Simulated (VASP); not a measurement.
# PbO (Litharge) (P4/nmm) in VASP: notebook

One crystal, PbO (Litharge), is run at these levels: LDA; tasks: single point.

Everything below comes from runs of VASP 6.6.1. Logs are shortened: lines on timing, memory, paths and dates and some standing lists are left out, and cuts for length are marked.

## (1) The structure

The structure is tetragonal, space group P4/nmm (No. 129). The conventional cell has a = 3.990 Å, b = 3.990 Å, c = 5.010 Å, α = 90.00°, β = 90.00°, γ = 90.00°. Pb (site symmetry 4mm) is surrounded by 4 O at 2.33 Å. O (site symmetry -4m2) is surrounded by 4 Pb at 2.33 Å.

## (2) Single point, LDA

Contents of INCAR:

```
SYSTEM = PbO
PREC = Accurate ; ENCUT = 400
EDIFF = 1E-7 ; ISMEAR = 0
SIGMA = 0.1 ; LREAL = .False.
LASPH = .True. ; NELM = 100
ALGO = Normal ; ISIF = 2
LWAVE = .False. ; LCHARG = .False.
ADDGRID = .False.
```

Contents of KPOINTS:

```
regular mesh
0
Gamma
  4 4 3
  0 0 0
```

Contents of POSCAR:

```
PbO
1.0
    3.9900000000      0.0000000000      0.0000000000
    0.0000000000      3.9900000000      0.0000000000
    0.0000000000      0.0000000000      5.0100000000
Pb O
2 2
Direct
    0.5000000000      0.0000000000      0.7600000000
    0.0000000000      0.5000000000      0.2400000000
    0.5000000000      0.5000000000      0.0000000000
    0.0000000000      0.0000000000      0.0000000000
```

Potentials or basis: VASP PAW LDA potentials, release 64 (Pb_d, O).

Started as:

```bash
$ cat potpaw_LDA.64/Pb_d/POTCAR potpaw_LDA.64/O/POTCAR > POTCAR
$ mpirun -np 1 vasp_std > vasp.out
```

OUTCAR:

```text
SYSTEM = PbO
   PREC = Accurate
   ENCUT = 400
   EDIFF = 1E-7
   ISMEAR = 0
   LREAL = .False.
   LASPH = .True.
   NELM = 100
   ISIF = 2

 Found     12 irreducible k-points:

 Following reciprocal coordinates:
            Coordinates               Weight
  0.000000  0.000000  0.000000      1.000000
  0.250000  0.000000  0.000000      4.000000
  0.500000  0.000000  0.000000      2.000000
  0.250000  0.250000  0.000000      4.000000
  0.500000  0.250000  0.000000      4.000000
  0.500000  0.500000  0.000000      1.000000
   k-points           NKPTS =     12   k-points in BZ     NKDIM =     12   number of bands    NBANDS=     24
   number of dos      NEDOS =    301   number of ions     NIONS =      4
   total plane-waves  NPLWV =  28224
   dimension x,y,z NGX =    28 NGY =   28 NGZ =   36
   dimension x,y,z NGXF=    56 NGYF=   56 NGZF=   72
   ions per type =               2   2
   NGX,Y,Z   is equivalent  to a cutoff of  11.67, 11.67, 11.95 a.u.
   NGXF,Y,Z  is equivalent  to a cutoff of  23.33, 23.33, 23.89 a.u.
 SYSTEM =  PbO
   PREC   = accura    normal or accurate (medium, high low for compatibility)
   ISTART =      0    job   : 0-new  1-cont  2-samecut
   ICHARG =      2    charge: 1-file 2-atom 10-const
   ISPIN  =      1    spin polarized calculation?
   LNONCOLLINEAR =      F non collinear calculations
   LSORBIT =      F    spin-orbit coupling
   LASPH  =      T    aspherical Exc in radial PAW
   ENCUT  =  400.0 eV  29.40 Ry    5.42 a.u.   6.51  6.51  8.17*2*pi/ulx,y,z
   NELM   =    100;   NELMIN=  2; NELMDL= -5     # of ELM steps
   EDIFF  = 0.1E-06   stopping-criterion for ELM
   LREAL  =      F    real-space projection
   EDIFFG = 0.1E-05   stopping-criterion for IOM
   NSW    =      0    number of steps for IOM
   IBRION =     -1    ionic relax: 0-MD 1-quasi-New 2-CG
[... 8 lines left out ...]
   EMIN   =  10.00;   EMAX   =-10.00  energy-range for DOS
   EFERMI =   0.00;   METHOD = LEGACY
   ISMEAR =     0;   SIGMA  =   0.10  broadening in eV -4-tet -1-fermi 0-gaus
   EFERMI_NEDOS =   21; number of points for ismear=-14 and -15
   IALGO  =     38    algorithm
   IMIX   =      4    mixing-type and parameters
     AMIX     =   0.40;   BMIX     =  1.00
     AMIX_MAG =   1.60;   BMIX_MAG =  1.00
  volume/ion in A,a.u.               =      19.94       134.56
  Fermi-wavevector in a.u.,A,eV,Ry     =   1.300670  2.457909 23.017539  1.691741
  Thomas-Fermi vector in A             =   2.431853
   LORBIT       =      0    0 simple, 1 ext, 2 COOP (PROOUT), +10 PAW based schemes
   GGA     = CA    functional components
   LHFCALC =     F    Hartree Fock is set to
   AEXX    =    0.0000 exact exchange contribution
   IVDW    =     0    specifies the selected vdW correction
   LEPSILON=     F    determine dielectric tensor
   LRPA    =     F    only Hartree local field effects (RPA)
 non-spin polarized calculation
 Gauss-broadening in eV      SIGMA  =   0.10
  energy-cutoff  :      400.00
  volume of cell :       79.76
 maximum number of plane-waves:      1465
 NGX is ok and might be reduce to    28
   NGX = 13   NGY = 13   NGZ = 17

 number of electron      40.0000035 magnetization

 Free energy of the ion-electron system (eV)
  ---------------------------------------------------
  ext. energy  EPLUGINS =         0.00000000
  ---------------------------------------------------
  free energy    TOTEN  =       -24.40103845 eV

  energy without entropy =      -24.40103845  energy(sigma->0) =      -24.40103845

 E-fermi :   5.2127     XC(G=0): -10.2897

 val. band max:        4.7364766556   @ k =   0.0000   0.0000   0.0000
 cond. band min:       5.8409595957   @ k =   0.5000   0.5000   0.0000
 fundamental gap:      1.1044829401
 Fermi energy:         5.2127424319

 k-point     1 :       0.0000    0.0000    0.0000
  band No.  band energies     occupation
      1     -13.2627      2.00000
      2     -12.7861      2.00000
      3     -11.1804      2.00000
      4     -11.1804      2.00000
      5     -11.1158      2.00000
      6     -11.1028      2.00000
      7     -11.0209      2.00000
      8     -10.9521      2.00000
      9     -10.9521      2.00000
     10     -10.9488      2.00000
     11     -10.9205      2.00000
     12      -9.4754      2.00000
     13      -2.4307      2.00000
     14      -1.9586      2.00000
     15       0.5336      2.00000
     16       0.5336      2.00000
     17       3.0882      2.00000
     18       3.1626      2.00000
     19       3.1626      2.00000
     20       4.7365      2.00000
     21       7.0939      0.00000
     22      10.1891      0.00000
     23      10.2434      0.00000
     24      10.2434      0.00000

 k-point     2 :       0.2500    0.0000    0.0000
  band No.  band energies     occupation
      1     -13.1489      2.00000
      2     -12.8243      2.00000
      3     -11.1506      2.00000
      4     -11.1482      2.00000
      5     -11.0713      2.00000
      6     -11.0709      2.00000
      7     -11.0368      2.00000
      8     -10.9683      2.00000
      9     -10.9671      2.00000
     10     -10.9458      2.00000
     11     -10.7714      2.00000
     12      -9.6605      2.00000
     13      -2.6205      2.00000
     14      -1.9870      2.00000
     15       0.7757      2.00000
     16       0.9007      2.00000
     17       2.2920      2.00000
     18       2.7529      2.00000
     19       2.8576      2.00000
     20       4.5417      2.00000
     21       8.2227      0.00000
     22       8.2440      0.00000
     23      10.1779      0.00000
     24      10.5626      0.00000

 k-point     3 :       0.5000    0.0000    0.0000
  band No.  band energies     occupation
      1     -12.9549      2.00000
      2     -12.9549      2.00000
      3     -11.0853      2.00000
      4     -11.0853      2.00000
      5     -11.0848      2.00000
      6     -11.0848      2.00000
      7     -10.9833      2.00000
      8     -10.9833      2.00000
      9     -10.9793      2.00000
     10     -10.9793      2.00000
     11     -10.2334      2.00000
     12     -10.2334      2.00000
     13      -2.4605      2.00000
     14      -2.4605      2.00000
     15       1.5883      2.00000
     16       1.5883      2.00000
     17       1.8054      2.00000
     18       1.8054      2.00000
     19       3.0950      2.00000
     20       3.0950      2.00000
     21       8.0653      0.00000
     22       8.0653      0.00000
     23      11.2710      0.00000
     24      11.2712      0.00000

 k-point     4 :       0.2500    0.2500    0.0000
  band No.  band energies     occupation
      1     -13.0715      2.00000
      2     -12.8529      2.00000
      3     -11.1420      2.00000
      4     -11.0884      2.00000
      5     -11.0479      2.00000
      6     -11.0467      2.00000
      7     -11.0374      2.00000
      8     -10.9639      2.00000
      9     -10.9576      2.00000
     10     -10.9364      2.00000
     11     -10.6428      2.00000
     12      -9.7643      2.00000
     13      -2.9556      2.00000
     14      -2.2774      2.00000
     15       0.6519      2.00000
     16       1.8191      2.00000
     17       1.9530      2.00000
     18       2.0808      2.00000
     19       3.5502      2.00000
     20       4.2662      2.00000
     21       7.7352      0.00000
     22       8.0929      0.00000
     23       9.4017      0.00000
     24       9.8144      0.00000

 k-point     5 :       0.5000    0.2500    0.0000
  band No.  band energies     occupation
      1     -12.9432      2.00000
      2     -12.9432      2.00000
      3     -11.0685      2.00000
      4     -11.0685      2.00000
      5     -11.0621      2.00000
      6     -11.0621      2.00000
      7     -10.9629      2.00000
      8     -10.9629      2.00000
      9     -10.9491      2.00000
     10     -10.9491      2.00000
     11     -10.1819      2.00000
     12     -10.1819      2.00000
     13      -2.9680      2.00000
     14      -2.9680      2.00000
     15       1.2889      2.00000
     16       1.2889      2.00000
     17       2.5869      2.00000
     18       2.5869      2.00000
     19       3.3584      2.00000
     20       3.3584      2.00000
     21       7.1897      0.00000
     22       7.1897      0.00000
     23      10.0798      0.00000
     24      10.0798      0.00000

 k-point     6 :       0.5000    0.5000    0.0000
  band No.  band energies     occupation
      1     -12.9373      2.00000
      2     -12.9373      2.00000
      3     -11.0899      2.00000
      4     -11.0899      2.00000
      5     -10.9890      2.00000
      6     -10.9890      2.00000
      7     -10.9374      2.00000
      8     -10.9374      2.00000
      9     -10.9213      2.00000
     10     -10.9213      2.00000
     11     -10.1251      2.00000
     12     -10.1251      2.00000
     13      -3.4708      2.00000
     14      -3.4708      2.00000
     15       1.3732      2.00000
     16       1.3732      2.00000
     17       3.0962      2.00000
     18       3.0962      2.00000
     19       3.7836      2.00000
     20       3.7836      2.00000
     21       5.8410      0.00000
     22       5.8410      0.00000
     23       9.9017      0.00000
     24       9.9017      0.00000

 [... further k-points ...]
[... 5 lines left out ...]
  --------------------------------------------------------------------------------------
  -------------------------------------------------------------------------------------
  Total       -2.9517810     -2.9517810     -2.8684101      0.0000000     -0.0000000      0.0000000
  in kB      -59.2940623    -59.2940623    -57.6193442      0.0000000     -0.0000000      0.0000000
  external PRESSURE =     -58.7358229 kB  Pullay stress =       0.0000000 kB

 VOLUME and BASIS-vectors are now :
 -----------------------------------------------------------------------------
  energy-cutoff  :      400.00
  volume of cell :       79.76
      direct lattice vectors                 reciprocal lattice vectors
     3.990000000  0.000000000  0.000000000     0.250626566  0.000000000  0.000000000
     0.000000000  3.990000000  0.000000000     0.000000000  0.250626566  0.000000000
     0.000000000  0.000000000  5.010000000     0.000000000  0.000000000  0.199600798

 POSITION                                       TOTAL-FORCE (eV/Angst)
 -----------------------------------------------------------------------------------
      1.99500      0.00000      3.80760         0.000000      0.000000      0.546899
      0.00000      1.99500      1.20240        -0.000000      0.000000     -0.546899
      1.99500      1.99500      0.00000         0.000000      0.000000      0.000000
      0.00000      0.00000      0.00000         0.000000     -0.000000      0.000000
 -----------------------------------------------------------------------------------
    total drift:                                0.000000      0.000000     -0.000000

  FREE ENERGIE OF THE ION-ELECTRON SYSTEM (eV)
  ---------------------------------------------------
  free  energy   TOTEN  =       -24.4010384514 eV

  energy  without entropy=      -24.4010384514  energy(sigma->0) =      -24.40103845
```

It took 14 s on 1 thread of Intel Xeon Platinum 8488C (Sapphire Rapids), shared host; peak memory 0.15 GiB.

The run converged, but some of its settings lie outside the range that counts as converged, so its numbers aren't taken as properties of the crystal.

Results:

```yaml
Free_energy: -24.4010 eV
Largest_force: 0.547 eV/Å
Band_gap_on_the_k_mesh: 1.10 eV, indirect (least direct gap 2.06 eV)
```

Caveat: the cutoff is under 1.25 times the usual one of these potentials, so pressure, stress and relaxed cells hold a basis-set (Pulay) error; spin-orbit coupling is left out, which as a rule narrows the gap of such compounds by several tenths of an eV; an odd mesh through Γ misses points on the zone boundary, where band edges often lie.

## (3) Single point, LDA

INCAR, as its differences from that of step 2:

```diff
@@ -3,3 +3,3 @@
 EDIFF = 1E-7 ; ISMEAR = 0
-SIGMA = 0.1 ; LREAL = .False.
+SIGMA = 0.01 ; LREAL = .False.
 LASPH = .True. ; NELM = 100
```

KPOINTS is that of step 2.

POSCAR is that of step 2.

Potentials or basis: VASP PAW LDA potentials, release 64 (Pb_d, O).

Started as:

```bash
$ cat potpaw_LDA.64/Pb_d/POTCAR potpaw_LDA.64/O/POTCAR > POTCAR
$ mpirun -np 1 vasp_std > vasp.out
```

Wall time 14 s (1 thread of Intel Xeon Platinum 8488C (Sapphire Rapids), shared host); peak memory 0.15 GiB.

These settings aren't checked as converged: the numbers below hold their error.

Results:

| Item | Value |
| --- | --- |
| Free energy | -24.4010 eV |
| Largest force | 0.547 eV/Å |
| Band gap on the k mesh | 1.10 eV, indirect (least direct gap 2.06 eV) |

Caveat: the cutoff is under 1.25 times the usual one of these potentials, so pressure, stress and relaxed cells hold a basis-set (Pulay) error; spin-orbit coupling is left out, which as a rule narrows the gap of such compounds by several tenths of an eV; an odd mesh through Γ misses points on the zone boundary, where band edges often lie.

## (4) For comparison

An earlier run on the cell as given: functional PBEsol; potentials or basis VASP PAW PBE potentials, release 64 (Pb_d, O); cutoff 520 eV; k mesh 7 × 7 × 6; occupations fermi-dirac, width 0.05 eV; no spin polarisation.

- Pressure: -0.8 GPa
- Largest force: 0.288 eV/Å
- Band gap on the k mesh: 1.37 eV, indirect (least direct gap 2.29 eV)
